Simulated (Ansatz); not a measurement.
**What a trial cell of BeSe3 relaxes into**

These are results of DFT PBE, scalar-relativistic, plane waves, PAW in Ansatz 0.2.0, not measurements. Cutoff 420 eV, Γ-centred k mesh, Gaussian smearing, no spin polarisation in the final step.

The start puts BeSe3 on the TiAl3 (D0_22) structure type (I4/mmm, No. 139), with Be in place of Ti, Se in place of Al, at a guessed volume.

```
CELL_PARAMETERS angstrom
-2.12982 2.12982 4.75751
2.12982 -2.12982 4.75751
2.12982 2.12982 -4.75751
ATOMIC_POSITIONS crystal
Be 0.00000 0.00000 0.00000
Se 0.50000 0.50000 0.00000
Se 0.25000 0.75000 0.50000
Se 0.75000 0.25000 0.50000
```

Cell and atoms relax at zero pressure; the relaxation can't lower the symmetry of the start. After a coarse first stage the cell is made exact in the group found at 0.06 Å.

The zero of energy is the elements' standard structures at the same level; no fitted shifts are applied.

Which crystal results?

It keeps I4/mmm (No. 139), but not the shape of the type it started on. Conventional cell: a = 3.556 Å, c = 17.918 Å. Be is coordinated by 4 Se at 2.51 Å; Se on Wyckoff site b (1 atom of the primitive cell) is coordinated by 4 Be at 2.51 Å; around Se on Wyckoff site d (2 atoms of the primitive cell) lie 4 Se at 2.51 Å.

```xyz
4
Lattice="-1.7781 1.7781 8.9592 1.7781 -1.7781 8.9592 1.7781 1.7781 -8.9592" Properties=species:S:1:pos:R:3 pbc="T T T"
Be    0.0000    0.0000    0.0000
Se    0.0000    0.0000    8.9592
Se    1.7781    0.0000    4.4796
Se    0.0000    1.7781    4.4796
```

What are its volume, energy, density and gap?

The volume per atom is 28.3 Å³, the density is 3.6 g/cm³ and the energy over the elements is 0.26 eV/atom. The gap on the 18×18×18 mesh is 0 eV (a metal).

The final run used a 18×18×18 mesh on its 4-atom cell and 0.10 eV smearing. The k mesh leaves about 4 meV/atom of noise in metals. Weakly bound directions are ill-defined at this level, which has no dispersion term. Symmetry constrained the relaxation, so the result can be a saddle point. The steps took about 9 core-minutes in all.